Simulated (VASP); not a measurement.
# TaN (P6_3/mmc) in VASP: notebook, part 2 of 2

VASP 6.6.1.

## Step 3: Elastic constants, PBE

Input file POSCAR:

```
TaN
1.0
    2.9217699809      0.0000000000      0.0000000000
   -1.4608849905      2.5303270275      0.0000000000
    0.0000000000      0.0000000000      5.9165150000
Ta N
2 2
Direct
    0.0000000000      0.0000000000      0.5000000000
    0.0000000000      0.0000000000      0.0000000000
    0.3333333333      0.6666666667      0.2500000000
    0.6666666667      0.3333333333      0.7500000000
```

Input file INCAR.step1:

```
SYSTEM = TaN
PREC = Accurate
ENCUT = 600
EDIFF = 1E-8
ISMEAR = 0
SIGMA = 0.02
LREAL = .FALSE.
LASPH = .TRUE.
NELM = 60
ALGO = Normal
ISIF = 3
LWAVE = .FALSE.
LCHARG = .FALSE.
GGA = PE
IBRION = 2
NSW = 40
EDIFFG = -0.002
```

Input file INCAR.step2:

```
SYSTEM = TaN
PREC = Accurate
ENCUT = 600
EDIFF = 1E-8
ISMEAR = 0
SIGMA = 0.02
LREAL = .FALSE.
LASPH = .TRUE.
NELM = 60
ALGO = Normal
ISIF = 3
LWAVE = .FALSE.
LCHARG = .FALSE.
GGA = PE
IBRION = 6
NFREE = 2
POTIM = 0.015
NSW = 1
```

Input file KPOINTS:

```
Automatic mesh
0
G
  7 7 4
  0 0 0
```

Potentials or basis: VASP PAW PBE potentials, release 64 (Ta_pv, N).

Command:

```console
$ cat potpaw_PBE.64/Ta_pv/POTCAR potpaw_PBE.64/N/POTCAR > POTCAR
$ cp INCAR.step1 INCAR
$ mpirun -np 1 vasp_std > vasp.out
$ cp CONTCAR POSCAR
$ cp INCAR.step2 INCAR
$ mpirun -np 1 vasp_std > vasp.out
```

OUTCAR:

```text
SYSTEM = TaN
   PREC = Accurate
   ENCUT = 600
   EDIFF = 1E-8
   ISMEAR = 0
   LREAL = .FALSE.
   LASPH = .TRUE.
   NELM = 60
   ISIF = 3
   GGA = PE
   IBRION = 6
   NFREE = 2
   POTIM = 0.015
   NSW = 1

 ion  position               nearest neighbor table
   1  0.000  0.000  0.500-   3 2.24   4 2.24   4 2.24   3 2.24   4 2.24   3 2.24   2 2.96   2 2.96

   2  0.000  0.000  0.000-   3 2.24   4 2.24   4 2.24   3 2.24   4 2.24   3 2.24   1 2.96   1 2.96

   3  0.333  0.667  0.250-   1 2.24   2 2.24   1 2.24   2 2.24   1 2.24   2 2.24
   4  0.667  0.333  0.750-   1 2.24   2 2.24   1 2.24   2 2.24   1 2.24   2 2.24

  LATTYP: Found a hexagonal cell.
 ALAT       =     2.9154405013
 C/A-ratio  =     2.0338599559

  Lattice vectors:

 A1 = (   2.9154405013,   0.0000000000,   0.0000000000)
 A2 = (  -1.4577202507,   2.5248455374,   0.0000000000)
 A3 = (   0.0000000000,   0.0000000000,   5.9295976895)

Analysis of symmetry for initial positions (statically):
=====================================================================
 Subroutine PRICEL returns:
 Original cell was already a primitive cell.

 Routine SETGRP: Setting up the symmetry group for a
 hexagonal supercell.

 Subroutine GETGRP returns: Found 24 space group operations
 (whereof 12 operations were pure point group operations)
 out of a pool of 24 trial point group operations.

The static configuration has the point symmetry D_3d.
 The point group associated with its full space group is D_6h.
[... 961 lines left out ...]
  ---------------------------------------------------
  free  energy   TOTEN  =       -44.0218209495 eV

  energy  without entropy=      -44.0216020850  energy(sigma->0) =      -44.02171152

 INTERNAL STRAIN TENSORS FROM STRAINED CELLS
 ============================================

 INTERNAL STRAIN TENSOR FOR ION    1 for displacements in x,y,z  (eV/Angst):
          X           Y           Z          XY          YZ          ZX
  --------------------------------------------------------------------------------
  x     0.00000     0.00000     0.00000     0.00000     0.00000     0.00000
  y    -0.00000     0.00000     0.00000     0.00000     0.00000     0.00000
  z     0.00000     0.00000     0.00000     0.00000     0.00000     0.00000

 INTERNAL STRAIN TENSORS FROM DISPLACED ATOMS
 ============================================

 INTERNAL STRAIN TENSOR FOR ION    1 for displacements in x,y,z  (eV/Angst):
          X           Y           Z          XY          YZ          ZX
  --------------------------------------------------------------------------------
  x     0.00000     0.00000     0.00000     0.00000     0.00000     0.00000
  y     0.00000     0.00000     0.00000     0.00000     0.00000     0.00000
  z     0.00000     0.00000     0.00000     0.00000     0.00000     0.00000

 INTERNAL STRAIN TENSOR FOR ION    4 for displacements in x,y,z  (eV/Angst):
          X           Y           Z          XY          YZ          ZX
  --------------------------------------------------------------------------------
  x     0.00000    -0.00000    -0.00000    -7.66450     0.00000     0.00000
  y    -7.66450     7.66450    -0.00000    -0.00000     0.00000     0.00000
  z     0.00000     0.00000    -0.00000     0.00000     0.00000    -0.00000

 Eigenvectors and eigenvalues of the dynamical matrix
 ----------------------------------------------------

   1 f  =   15.780396 THz    99.151153 2PiTHz  526.377354 cm-1    65.262445 meV
             X         Y         Z           dx          dy          dz
      0.000000  0.000000  2.964799    -0.000000   -0.000000   -0.000000
      0.000000  0.000000  0.000000    -0.000000   -0.000000   -0.000000
     -0.000000  1.683230  1.482399    -0.000000   -0.000000   -0.707107
      1.457720  0.841615  4.447198     0.000000    0.000000    0.707107
[... 71 lines left out ...]
  12 f/i=    0.000511 THz     0.003208 2PiTHz    0.017029 cm-1     0.002111 meV
             X         Y         Z           dx          dy          dz
      0.000000  0.000000  2.964799    -0.501578   -0.460976    0.000000
      0.000000  0.000000  0.000000    -0.501578   -0.460976    0.000000
     -0.000000  1.683230  1.482399    -0.139544   -0.128248    0.000000
      1.457720  0.841615  4.447198    -0.139544   -0.128248    0.000000

--------------------------------------------------------------------------------------------------------

 ELASTIC MODULI CONTR FROM IONIC RELAXATION (kBar)
 Direction    XX          YY          ZZ          XY          YZ          ZX
 --------------------------------------------------------------------------------
 XX        -357.5966    357.5966     -0.0000      0.0000     -0.0000      0.0000
 YY         357.5966   -357.5966      0.0000      0.0000      0.0000     -0.0000
 ZZ          -0.0000      0.0000     -0.0000     -0.0000      0.0000     -0.0000
 XY           0.0000      0.0000     -0.0000   -357.5966     -0.0000      0.0000
 YZ          -0.0000      0.0000      0.0000     -0.0000     -0.0000      0.0000
 ZX           0.0000     -0.0000     -0.0000      0.0000      0.0000     -0.0000
 --------------------------------------------------------------------------------

 TOTAL ELASTIC MODULI (kBar)
 Direction    XX          YY          ZZ          XY          YZ          ZX
 --------------------------------------------------------------------------------
 XX        5193.1183   2856.7264   1354.1880     -0.0000     -0.0000      0.0000
 YY        2856.7264   5193.1183   1354.1880     -0.0000      0.0000     -0.0000
 ZZ        1354.1880   1354.1880   8120.9852     -0.0000      0.0000      0.0000
 XY          -0.0000     -0.0000     -0.0000   1168.1959     -0.0000     -0.0000
 YZ          -0.0000      0.0000      0.0000     -0.0000   2758.4721     -0.0000
 ZX           0.0000     -0.0000      0.0000     -0.0000     -0.0000   2758.4721
 --------------------------------------------------------------------------------
```

OSZICAR.step1:

```text
N       E                     dE             d eps       ncg     rms          rms(c)
DAV:   1     0.301615541269E+03    0.30162E+03   -0.19458E+04   960   0.188E+03
DAV:   2    -0.329844632765E+02   -0.33460E+03   -0.32498E+03  1136   0.501E+02
DAV:   3    -0.490027801263E+02   -0.16018E+02   -0.15551E+02  1208   0.100E+02
[... 53 lines left out ...]
DAV:   4    -0.440234025850E+02   -0.18585E-06   -0.29721E-06  1164   0.143E-02    0.694E-03
DAV:   5    -0.440234034174E+02   -0.83244E-06   -0.36211E-07  1172   0.419E-03    0.223E-03
DAV:   6    -0.440234037551E+02   -0.33769E-06   -0.28078E-07  1132   0.374E-03    0.470E-04
DAV:   7    -0.440234037310E+02    0.24099E-07   -0.76955E-09   584   0.919E-04    0.423E-04
DAV:   8    -0.440234037377E+02   -0.67403E-08   -0.32877E-09   564   0.476E-04
   5 F= -.44023404E+02 E0= -.44023295E+02  d E =-.129762E-04
```

It took 15 min on 1 thread of AMD EPYC 7R43 (Zen 3), shared host; peak memory 0.24 GiB.

What came out:

* Relaxed volume: 10.91 Å³/atom
* Relaxed cell: a = 2.915 Å, b = 2.915 Å, c = 5.930 Å, α = 90.00°, β = 90.00°, γ = 120.00°
* Space group after relaxing (to 0.05 Å): P6_3/mmc (No. 194)
* Voigt bulk modulus: 329 GPa
* Highest phonon frequency at Γ, LO-TO splitting left out: 526 cm⁻¹

The path:
| step | energy change (eV) | largest force (eV/Å) | pressure (GPa) | volume (Å³) |
| --- | --- | --- | --- | --- |
| 1 | 0.0000 | 0.0000 | -0.55 | 43.74 |
| 2 | 0.0002 | 0.0000 | 0.97 | 43.50 |
| 3 | -0.0012 | 0.0000 | 0.17 | 43.63 |
| 4 | -0.0012 | 0.0000 | -0.31 | 43.69 |
| 5 | -0.0012 | 0.0000 | 0.01 | 43.65 |

Final structure:
```xyz
4
Lattice="2.9154 0.0000 0.0000 -1.4577 2.5248 0.0000 0.0000 0.0000 5.9296" Properties=species:S:1:pos:R:3 pbc="T T T"
Ta    0.0000    0.0000    2.9648
Ta    0.0000    0.0000    0.0000
N     0.0000    1.6832    1.4824
N     1.4577    0.8416    4.4472
```

Phonon frequencies in cm⁻¹ (negative: imaginary):
| q point | frequencies |
| --- | --- |
| (0.000, 0.000, 0.000) | 0 0 0 141 141 261 405 405 484 484 496 526 |

Elastic tensor in Voigt notation (GPa, in the Cartesian axes of the cell as first typed):
```
519 286 135   0   0   0
286 519 135   0   0   0
135 135 812   0   0   0
  0   0   0 276   0   0
  0   0   0   0 276   0
  0   0   0   0   0 117
```

Clamped-ion elastic tensor (GPa):
```
555 250 135   0   0   0
250 555 135   0   0   0
135 135 812   0   0   0
  0   0   0 276   0   0
  0   0   0   0 276   0
  0   0   0   0   0 153
```

The run has no spin-orbit coupling, so splittings on Ta are missing.

## Step 4: For comparison

An earlier run on the cell as given: functional PBE; potentials or basis VASP PAW PBE potentials, release 64 (Ta_pv, N); cutoff 520 eV; k mesh 10 × 10 × 5; occupations fermi-dirac, width 0.05 eV; no spin polarisation.

- Pressure: -0.4 GPa
- Band gap on the k mesh: none (metal or under the smearing width)

## Step 5: Overview

```csv
task,level,cell,k mesh,cutoff (eV),smearing,ions in elastic constants,pressure (GPa)
band structure,MS2,as given,10 × 10 × 5,520,fermi-dirac 0.05 eV,-,-8.8
elastic constants,PBE,relaxed,7 × 7 × 4,600,gaussian 0.02 eV,relaxed,-
single point,PBE,as given,10 × 10 × 5,520,fermi-dirac 0.05 eV,-,-0.4
```

Alike in all rows: potentials or basis VASP PAW PBE potentials, release 64 (Ta_pv, N); no spin polarisation.

Caveats: the PAW data sets were made with another functional, which shifts forces and pressure a little (some runs); spin-orbit coupling is left out, which moves the levels of the heavy elements (some runs).

Total energies depend on the potentials used, so only differences within one code and one set of settings carry meaning.
